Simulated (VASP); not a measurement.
# FeNi₃: intraband terms of a metal's spectrum

FeNi₃, I4/mmm (no. 139), 4 atoms in the cell. PBE, independent-particle dielectric function; PAW potentials Ni, Fe (PBE set).

## Input

INCAR.step1:
```
SYSTEM = FeNi3
PREC     = Accurate       ! precision mode
ENCUT    = 320            ! plane-wave cutoff, eV
ISMEAR   = 1              ! smearing method
SIGMA    = 0.1            ! smearing width, eV
EDIFF    = 1E-7           ! SCF threshold, eV
LASPH    = .True.         ! aspherical terms in the spheres
KPAR     = 4            
LWAVE    = .False.        ! write WAVECAR
LCHARG   = .True.         ! write CHGCAR
ISPIN    = 2              ! spin polarisation
MAGMOM   = 1 1 1 3        ! initial moments
LMAXMIX  = 4              ! l up to which the mixer works
```

INCAR.step2:
```
SYSTEM = FeNi3
PREC     = Accurate       ! precision mode
ENCUT    = 320            ! plane-wave cutoff, eV
ISMEAR   = 0              ! smearing method
SIGMA    = 0.3            ! smearing width, eV
EDIFF    = 1E-6           ! SCF threshold, eV
LASPH    = .True.         ! aspherical terms in the spheres
KPAR     = 4            
LWAVE    = .True.         ! write WAVECAR
LCHARG   = .False.        ! write CHGCAR
ISPIN    = 2              ! spin polarisation
MAGMOM   = 1 1 1 3        ! initial moments
LMAXMIX  = 4              ! l up to which the mixer works
ICHARG   = 11             ! starting density
NBANDS   = 45             ! bands
NEDOS    = 3000           ! points of the DOS
OMEGAMAX = 30           
CSHIFT   = 0.1           
```

INCAR.step3, as INCAR.step2 but for:
```
- LWAVE = .True.
+ LWAVE = .False.
+ LOPTICS = .True.
+ ALGO = None
+ NELM = 1
+ ISTART = 1
```

INCAR.step4, as INCAR.step3 but for:
```
+ WPLASMAI = 0.03
```

INCAR.step5 to INCAR.step6 change the same tag again: WPLASMAI = 0.1, 0.3.

INCAR.step7, as INCAR.step6 but for:
```
- WPLASMAI = 0.3
+ RTIME = 1
```

INCAR.step8, as INCAR.step7 but for:
```
- RTIME = 1
+ RTIME = 20
```

INCAR.step9, as INCAR.step8 but for:
```
- RTIME = 20
+ LNABLA = .True.
```

INCAR.step10, as INCAR.step9 but for:
```
- ISMEAR = 0
- LNABLA = .True.
+ ISMEAR = -5
```

KPOINTS.step1:
```
k-points
0
Gamma
  11 11 11
```

KPOINTS.step2:
```
k-points
0
Gamma
  9 9 9
```

POSCAR:
```
FeNi3
1.0
   -1.7669790000      1.7669790000      3.5395920000
    1.7669790000     -1.7669790000      3.5395920000
    1.7669790000      1.7669790000     -3.5395920000
Ni Fe
3 1
Direct
    0.2500000000      0.7500000000      0.5000000000
    0.7500000000      0.2500000000      0.5000000000
    0.5000000000      0.5000000000      0.0000000000
    0.0000000000      0.0000000000      0.0000000000
```

Commands (each step's output is kept before the next begins):
```
cat potpaw_PBE.64/Ni/POTCAR potpaw_PBE.64/Fe/POTCAR > POTCAR
cp INCAR.step1 INCAR
cp KPOINTS.step1 KPOINTS
mpirun -np 4 vasp_std > vasp.out
cp INCAR.step2 INCAR
cp KPOINTS.step2 KPOINTS
mpirun -np 4 vasp_std > vasp.out
cp INCAR.step3 INCAR
mpirun -np 4 vasp_std > vasp.out
cp INCAR.step4 INCAR
mpirun -np 4 vasp_std > vasp.out
cp INCAR.step5 INCAR
mpirun -np 4 vasp_std > vasp.out
cp INCAR.step6 INCAR
mpirun -np 4 vasp_std > vasp.out
cp INCAR.step7 INCAR
mpirun -np 4 vasp_std > vasp.out
cp INCAR.step8 INCAR
mpirun -np 4 vasp_std > vasp.out
cp INCAR.step9 INCAR
mpirun -np 4 vasp_std > vasp.out
cp INCAR.step10 INCAR
mpirun -np 4 vasp_std > vasp.out
```

## Result

- Bands: 45

One ground state, settings moved in the last step alone:

| Settings | Plasma frequency (eV) | Im ε at 0.5 eV | Im ε at 1 eV | Im ε at 2 eV | Im ε at 4 eV | Time (s) |
|---|---|---|---|---|---|---|
| interband part alone | 5.65 | 58.4 | 46.7 | 26.6 | 6.9 | 33 |
| Drude term, WPLASMAI 0.03 | 5.65 | 66.1 | 47.7 | 26.7 | 6.9 | 37 |
| Drude term, WPLASMAI 0.1 | 5.65 | 83.0 | 49.9 | 27.0 | 7.0 | 46 |
| Drude term, WPLASMAI 0.3 | 5.65 | 114.8 | 55.5 | 27.7 | 7.1 | 42 |
| relaxation time RTIME 1 fs | 5.65 | 119.9 | 61.4 | 28.9 | 7.3 | 42 |
| relaxation time RTIME 20 fs | 5.65 | 66.8 | 47.8 | 26.7 | 6.9 | 44 |
| transversal form (LNABLA) | 5.13 | 18.6 | 15.7 | 10.0 | 5.1 | 42 |
| tetrahedron method | – | – | – | – | – | no result |

VASP 6.6.1 took 476 s on 4 cores (Intel Xeon Platinum 8375C @ 2.90GHz (Ice Lake)), a shared host.
